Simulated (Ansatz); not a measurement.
A (110) slab of TaC (Fm-3m (No. 225)), 7 planes, outer planes TaC (top) and TaC (bottom), with 14 atoms (Ta7C7) in a surface cell of A = 14.078 Å², as cut from the bulk:

```yaml
crystal:
  lattice:
    - [3.15505, 0.00000, 0.00000]
    - [0.00000, 4.46191, 0.00000]
    - [0.00000, 0.00000, 24.46514]
  atoms:
    - { symbol: Ta, position: [0.50000, 0.50000, 0.30656] }
    - { symbol: C, position: [0.50000, 0.00000, 0.30656] }
    - { symbol: Ta, position: [0.00000, 0.00000, 0.37104] }
    - { symbol: C, position: [0.00000, 0.50000, 0.37104] }
    - { symbol: Ta, position: [0.50000, 0.50000, 0.43552] }
    - { symbol: C, position: [0.50000, 0.00000, 0.43552] }
    - { symbol: Ta, position: [0.00000, 0.00000, 0.50000] }
    - { symbol: C, position: [0.00000, 0.50000, 0.50000] }
    - { symbol: Ta, position: [0.50000, 0.50000, 0.56448] }
    - { symbol: C, position: [0.50000, 0.00000, 0.56448] }
    - { symbol: Ta, position: [0.00000, 0.00000, 0.62896] }
    - { symbol: C, position: [0.00000, 0.50000, 0.62896] }
    - { symbol: Ta, position: [0.50000, 0.50000, 0.69344] }
    - { symbol: C, position: [0.50000, 0.00000, 0.69344] }
```

The calculation used DFT r2SCAN, scalar-relativistic, plane waves, PAW in Ansatz. Cutoff 500 eV; k points 11×8×1 on the computed 14-atom cell (Γ-centred); Gaussian smearing, width 0.10 eV; no spin polarisation. The cell repeats along c with a dipole correction in the vacuum.

Against the same 14 atoms in the bulk, the slab as cut lies 6.878 eV higher and the relaxed slab 6.078 eV higher.

Q: Work out the surface energy before and after relaxation.

A: The slab has two faces, so γ = (E_slab − N·E_bulk)/(2A), the mean of both. As cut: 6.878/(2 × 14.078) = 0.2443 eV/Å², and 1 eV/Å² = 16.02 J/m², so γ = 3.91 J/m². Relaxed: 6.078/(2 × 14.078) = 0.2159 eV/Å² = 3.46 J/m². Relaxation recovers 12 % of the cost of cutting.

Q: What is the ideal work of this cut, per area?

A: Griffith's ideal work is 2γ: 7.83 J/m² if the new faces stay rigid, 6.92 J/m² if they relax. One thickness was run, 7 planes, so γ can still shift with it.